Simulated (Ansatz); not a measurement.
Runs of Ansatz 0.2.0 on Li. Symmetry: Im-3m, No. 229, cubic system. Conventional cell: a = 3.509 Å, b = 3.509 Å, c = 3.509 Å, α = 90.00°, β = 90.00°, γ = 90.00°. Li (site symmetry m-3m) is surrounded by 8 Li at 3.04 Å. 

```csv
task,level,cell,k mesh,cutoff (eV),smearing,gap on the mesh (eV),pressure (GPa),relaxed volume (Å³/atom)
elastic constants,PBEsol,as given,8 × 8 × 8,74,fermi-dirac 0.05 eV,none,(a),-
relaxation of cell and atoms,RPBE+D3(BJ),relaxed,11 × 11 × 11,-,fermi-dirac 0.05 eV,none,0.0,11.94
relaxation of cell and atoms,PBEsol,relaxed,11 × 11 × 11,-,fermi-dirac 0.05 eV,-,0.0,20.16
single point,LDA,as given,11 × 11 × 11,68,gaussian 0.05 eV,none,-1.6,-
```

Alike in all rows: potentials or basis all-electron LAPW, scalar-relativistic; no spin polarisation; basis error allowed 0.001 eV/atom.

Estimate the missing entries.

(a) -0.8.

Caveats: the k mesh is thin for a metal, which can move the energy by tens of meV per atom (some runs); a metal's response needs a denser mesh (some runs); the elastic tensor has a negative eigenvalue, so either the cell is unstable as it stands or the mesh is too thin (some runs); the volume moved by over 15 % at a fixed basis, so the end points are rough (some runs); the volume moved by -45 % from the deposited cell, more than functionals usually miss (some runs); pairwise dispersion overbinds metals, which lowers pressure and volume (some runs).

A gap of «none» marks a metal or a gap under the smearing width.

Runs at the PBE level aren't shown here.
